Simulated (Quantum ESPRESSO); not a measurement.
# MgS (Niningerite) (Fm-3m) in Quantum ESPRESSO: further runs, part 3 of 4

Quantum ESPRESSO 7.5. Earlier steps stand in the parts before.

## (4) Phonons, PBEsol

pw.in

```
&CONTROL
  calculation = 'scf'
  prefix = 'pwscf'
  outdir = './tmp'
  pseudo_dir = './pseudo'
  tprnfor = .true.
  tstress = .true.
  disk_io = 'low'
/
&SYSTEM
  ibrav = 0
  nat = 2
  ntyp = 2
  ecutwfc = 84
  nbnd = 14
  occupations = 'smearing'
  smearing = 'fd'
  degauss = 0.00367493
/
&ELECTRONS
  conv_thr = 4d-10
  electron_maxstep = 120
  mixing_beta = 0.5
/
ATOMIC_SPECIES
S     32.0600 S.upf
Mg    24.3050 Mg.upf
CELL_PARAMETERS angstrom
   0.0000000000    2.6016500000    2.6016500000
   2.6016500000    0.0000000000    2.6016500000
   2.6016500000    2.6016500000    0.0000000000
ATOMIC_POSITIONS crystal
S      0.5000000000    0.5000000000    0.5000000000
Mg     0.0000000000    0.0000000000    0.0000000000
K_POINTS automatic
6 6 6 1 1 1
```

relax.in

```
&CONTROL
  calculation = 'vc-relax'
  prefix = 'pwscf'
  outdir = './tmp'
  pseudo_dir = './pseudo'
  tprnfor = .true.
  tstress = .true.
  disk_io = 'low'
  nstep = 40
  forc_conv_thr = 0.0001
  etot_conv_thr = 1d-06
/
&SYSTEM
  ibrav = 0
  nat = 2
  ntyp = 2
  ecutwfc = 84
  nbnd = 14
  occupations = 'smearing'
  smearing = 'fd'
  degauss = 0.00367493
/
&ELECTRONS
  conv_thr = 4d-10
  electron_maxstep = 120
  mixing_beta = 0.5
/
&IONS
  ion_dynamics = 'bfgs'
/
&CELL
  cell_dynamics = 'bfgs'
  press = 0
  press_conv_thr = 0.2
/
ATOMIC_SPECIES
S     32.0600 S.upf
Mg    24.3050 Mg.upf
CELL_PARAMETERS angstrom
   0.0000000000    2.6016500000    2.6016500000
   2.6016500000    0.0000000000    2.6016500000
   2.6016500000    2.6016500000    0.0000000000
ATOMIC_POSITIONS crystal
S      0.5000000000    0.5000000000    0.5000000000
Mg     0.0000000000    0.0000000000    0.0000000000
K_POINTS automatic
6 6 6 1 1 1
```

scf2.in

```
&CONTROL
  calculation = 'scf'
  prefix = 'pwscf'
  outdir = './tmp'
  pseudo_dir = './pseudo'
  tprnfor = .true.
  tstress = .true.
  disk_io = 'low'
/
&SYSTEM
  ibrav = 0
  nat = 2
  ntyp = 2
  ecutwfc = 84
  nbnd = 14
  occupations = 'fixed'
/
&ELECTRONS
  conv_thr = 1d-13
  electron_maxstep = 120
  mixing_beta = 0.5
  startingpot = 'file'
  startingwfc = 'file'
/
ATOMIC_SPECIES
S     32.0600 S.upf
Mg    24.3050 Mg.upf
CELL_PARAMETERS angstrom
   0.0000000000    2.5916199988    2.5916199988
   2.5916199988    0.0000000000    2.5916199988
   2.5916199988    2.5916199988    0.0000000000
ATOMIC_POSITIONS crystal
S      0.5000000000    0.5000000000    0.5000000000
Mg     0.0000000000    0.0000000000    0.0000000000
K_POINTS automatic
6 6 6 1 1 1
```

ph.in

```
phonons of MgS
&INPUTPH
  prefix = 'pwscf'
  outdir = './tmp'
  tr2_ph = 1d-18
  fildyn = 'dyn'
  niter_ph = 90
  alpha_mix(1) = 0.7
  epsil = .true.
/
0.0000000000 0.0000000000 0.0000000000
```

dynmat.in

```
&INPUT
  fildyn = 'dyn'
  asr = 'crystal'
  lperm = .true.
  filout = 'dynmat.disp'
  fileig = 'dynmat.eig'
/
```

dynmat_lo.in

```
&INPUT
  fildyn = 'dyn'
  asr = 'crystal'
  filout = 'dynmat_lo.disp'
  fileig = 'dynmat_lo.eig'
  q(1) = 0
  q(2) = 0
  q(3) = 1
/
```

Potentials or basis: PseudoDojo 0.4.1 SR PBEsol standard.

The run is started by

```console
$ OMP_NUM_THREADS=1 mpirun -n 4 pw.x -nk 4 -in pw.in > pw.out
$ OMP_NUM_THREADS=1 mpirun -n 4 pw.x -nk 4 -in relax.in > relax.out
$ OMP_NUM_THREADS=1 mpirun -n 4 pw.x -nk 4 -in scf2.in > scf2.out
$ OMP_NUM_THREADS=1 mpirun -n 4 ph.x -nk 4 -in ph.in > ph.out
$ OMP_NUM_THREADS=1 mpirun -n 1 dynmat.x -in dynmat.in > dynmat.out
$ OMP_NUM_THREADS=1 mpirun -n 1 dynmat.x -in dynmat_lo.in > dynmat_lo.out
```

pw.out:

```text
This program is part of the open-source Quantum ESPRESSO suite
     for quantum simulation of materials; please cite
[... 6 lines left out ...]
     using ibrav=0 with symmetry is DISCOURAGED, use correct ibrav instead

     K-points division:     npool     =       4
     Subspace diagonalization in iterative solution of the eigenvalue problem:
     a serial algorithm will be used

     G-vector sticks info
     --------------------
     sticks:   dense  smooth     PW     G-vecs:    dense   smooth      PW
     Sum        1123    1123    337                24693    24693    4015

     Using Slab Decomposition

     bravais-lattice index     =            0
     lattice parameter (alat)  =       6.9528  a.u.
     unit-cell volume          =     237.6694 (a.u.)^3
     number of atoms/cell      =            2
     number of atomic types    =            2
     number of electrons       =        16.00
     number of Kohn-Sham states=           14
     kinetic-energy cutoff     =      84.0000  Ry
     charge density cutoff     =     336.0000  Ry
     scf convergence threshold =      4.0E-10
     mixing beta               =       0.5000
     number of iterations used =            8  plain     mixing
     Exchange-correlation= PBESOL
                           (   1   4  10   8   0   0   0)

     celldm(1)=   6.952848  celldm(2)=   0.000000  celldm(3)=   0.000000
     celldm(4)=   0.000000  celldm(5)=   0.000000  celldm(6)=   0.000000

     crystal axes: (cart. coord. in units of alat)
               a(1) = (   0.000000   0.707107   0.707107 )
               a(2) = (   0.707107   0.000000   0.707107 )
               a(3) = (   0.707107   0.707107   0.000000 )

     reciprocal axes: (cart. coord. in units 2 pi/alat)
               b(1) = ( -0.707107  0.707107  0.707107 )
               b(2) = (  0.707107 -0.707107  0.707107 )
               b(3) = (  0.707107  0.707107 -0.707107 )

     PseudoPot. # 1 for S  read from file:
     S.upf
     Pseudo is Norm-conserving + core correction, Zval =  6.0
     Generated using ONCVPSP code by D. R. Hamann
     Using radial grid of 1146 points,  6 beta functions with:
                l(1) =   0
                l(2) =   0
                l(3) =   1
                l(4) =   1
                l(5) =   2
                l(6) =   2

     PseudoPot. # 2 for Mg read from file:
     Mg.upf
     Pseudo is Norm-conserving, Zval = 10.0
     Generated using ONCVPSP code by D. R. Hamann
     Using radial grid of 1510 points,  4 beta functions with:
                l(1) =   0
                l(2) =   0
                l(3) =   1
                l(4) =   1

     atomic species   valence    mass     pseudopotential
     S                 6.00    32.06000     S ( 1.00)
     Mg               10.00    24.30500     Mg( 1.00)

     48 Sym. Ops., with inversion, found

   Cartesian axes

     site n.     atom                  positions (alat units)
         1        S      tau(   1) = (   0.7071068   0.7071068   0.7071068  )
         2        Mg     tau(   2) = (   0.0000000   0.0000000   0.0000000  )

     number of k points=    28  Fermi-Dirac smearing, width (Ry)=  0.0037
                       cart. coord. in units 2pi/alat
        k(    1) = (   0.0589256   0.0589256   0.0589256), wk =   0.0185185
        k(    2) = (   0.1767767   0.1767767  -0.0589256), wk =   0.0555556
        k(    3) = (   0.2946278   0.2946278  -0.1767767), wk =   0.0555556
        k(    4) = (  -0.2946278  -0.2946278   0.4124790), wk =   0.0555556
        k(    5) = (  -0.1767767  -0.1767767   0.2946278), wk =   0.0555556
        k(    6) = (  -0.0589256  -0.0589256   0.1767767), wk =   0.0555556
[... 20 lines left out ...]
        k(   27) = (   0.2946278   0.2946278   0.2946278), wk =   0.0185185
        k(   28) = (  -0.2946278  -0.2946278   0.8838835), wk =   0.0555556

     Dense  grid:    24693 G-vectors     FFT dimensions: (  45,  45,  45)

     Initial potential from superposition of free atoms

     starting charge      15.9992, renormalised to      16.0000
     Starting wfcs are    9 randomized atomic wfcs +    5 random wfcs

     Self-consistent Calculation

     iteration #  1     ecut=    84.00 Ry     beta= 0.50
     Davidson diagonalization with overlap
     ethr =  1.00E-02,  avg # of iterations =  7.1

     Threshold (ethr) on eigenvalues was too large:
     Diagonalizing with lowered threshold

     Davidson diagonalization with overlap
     ethr =  5.03E-04,  avg # of iterations =  1.4

     total energy              =    -140.84867440 Ry
     estimated scf accuracy    <       0.08029334 Ry
[... 43 lines left out ...]
     iteration #  8     ecut=    84.00 Ry     beta= 0.50
     Davidson diagonalization with overlap
     ethr =  1.17E-11,  avg # of iterations =  2.4

     End of self-consistent calculation

          k = 0.0589 0.0589 0.0589 (  3092 PWs)   bands (ev):

   -68.0907 -35.0344 -35.0340 -35.0340  -6.2982   5.7705   6.2640   6.2640
    10.3448  13.9446  14.2903  14.2903  16.1876  16.1876
[... 73 lines left out ...]
   -68.0902 -35.0398 -35.0366 -35.0364  -4.6972   2.1678   4.3570   4.6685
     9.3123  10.8846  17.5954  17.8873  19.2747  20.4602

          k =-0.5303 0.1768-0.0589 (  3092 PWs)   bands (ev):

   -68.0903 -35.0391 -35.0366 -35.0359  -4.9012   2.4696   4.1801   4.7998
    10.5388  12.1169  14.8491  16.5304  18.5652  21.0131

          k =-0.4125 0.0589 0.0589 (  3094 PWs)   bands (ev):
[... 51 lines left out ...]
   -68.0903 -35.0400 -35.0360 -35.0351  -4.9257   1.7721   4.5282   5.5022
    11.4739  12.6655  13.8560  16.1892  18.8559  19.0024

     the Fermi energy is     7.4882 ev

!    total energy              =    -140.86260881 Ry
     estimated scf accuracy    <          3.5E-11 Ry
     smearing contrib. (-TS)   =      -0.00000000 Ry
     internal energy E=F+TS    =    -140.86260881 Ry

     The total energy is F=E-TS. E is the sum of the following terms:
     one-electron contribution =     -86.46915534 Ry
     hartree contribution      =      44.33235436 Ry
     xc contribution           =     -22.01233130 Ry
     ewald contribution        =     -76.71347653 Ry

     convergence has been achieved in   8 iterations

     Forces acting on atoms (cartesian axes, Ry/au):

     atom    1 type  1   force =     0.00000000    0.00000000    0.00000000
     atom    2 type  2   force =     0.00000000    0.00000000    0.00000000

     Total force =     0.000000     Total SCF correction =     0.000000

     Computing stress (Cartesian axis) and pressure

          total   stress  (Ry/bohr**3)                   (kbar)     P=       -8.88
  -0.00006034  -0.00000000   0.00000000           -8.88       -0.00        0.00
  -0.00000000  -0.00006034  -0.00000000           -0.00       -8.88       -0.00
  -0.00000000   0.00000000  -0.00006034           -0.00        0.00       -8.88

=------------------------------------------------------------------------------=
   JOB DONE.
=------------------------------------------------------------------------------=
```

scf2.out:

```text
This program is part of the open-source Quantum ESPRESSO suite
     for quantum simulation of materials; please cite
[... 6 lines left out ...]
     using ibrav=0 with symmetry is DISCOURAGED, use correct ibrav instead

     K-points division:     npool     =       4
[... 293 lines left out ...]
  -0.00000035   0.00000000  -0.00000000           -0.05        0.00       -0.00
   0.00000000  -0.00000035  -0.00000000            0.00       -0.05       -0.00
  -0.00000000  -0.00000000  -0.00000035           -0.00       -0.00       -0.05

=------------------------------------------------------------------------------=
   JOB DONE.
=------------------------------------------------------------------------------=
```

Wall time 2.4 min (4 MPI ranks of Arm Neoverse V2, shared host); peak memory 0.44 GiB.

Results:

```
Free energy                                             : -1916.5345 eV
Relaxed volume                                          : 17.41 Å³/atom
Relaxed cell                                            : a = 3.665 Å, b = 3.665 Å, c = 3.665 Å, α = 60.00°, β = 60.00°, γ = 60.00°
Space group after relaxing (to 0.05 Å)                  : Fm-3m (No. 225)
Pressure after relaxing                                 : 0.0 GPa
Electronic dielectric tensor (diagonal)                 : 5.54
Born charges (mean of the diagonal)                     : S -2.32; Mg +2.32 e
Highest phonon frequency at Γ, LO-TO splitting left out : 243 cm⁻¹
Static dielectric tensor (diagonal)                     : 14.88
```

Step by step:
| step | energy change (eV) | largest force (eV/Å) | pressure (GPa) | volume (Å³) |
| --- | --- | --- | --- | --- |
| 1 | 0.0000 | 0.0000 | -0.89 | 35.22 |
| 2 | -0.0007 | 0.0000 | -0.55 | 35.06 |
| 3 | -0.0011 | 0.0000 | -0.02 | 34.82 |
| 4 | -0.0011 | 0.0000 | 0.00 | 34.81 |

Final structure:
```
S Mg
1.0
     0.00000    2.59162    2.59162
     2.59162    0.00000    2.59162
     2.59162    2.59162    0.00000
S Mg
1 1
Direct
  0.50000 0.50000 0.50000
  0.00000 0.00000 0.00000
```

Phonon frequencies in cm⁻¹ (negative: imaginary):
```tsv
q point	frequencies
(0.000, 0.000, 0.000)	11 11 11 243 243 243
```

Electronic dielectric tensor:
```
5.54 0.00 0.00
0.00 5.54 0.00
0.00 0.00 5.54
```

Born effective charge tensors (e):
atom 1, S
```
-2.32  0.00  0.00
 0.00 -2.32  0.00
 0.00  0.00 -2.32
```
atom 2, Mg
```
2.32 0.00 0.00
0.00 2.32 0.00
0.00 0.00 2.32
```

Optical modes at Γ, degenerate ones joined, polar ones without the macroscopic field:
```
cm⁻¹  components  symmetry  active in  IR intensity, summed ((D/Å)²/amu)
 242           3       T1u         IR                              26.90
```

Zone-centre frequencies without and with the macroscopic field along z (cm⁻¹):
|  | optical modes in rising order |
| --- | --- |
| without | 242 242 242 |
| with the field | 242 242 397 |

Static dielectric tensor, electrons and zone-centre modes:
```
14.88  0.00  0.00
 0.00 14.88  0.00
 0.00  0.00 14.88
```

[end of part 3 of 4]
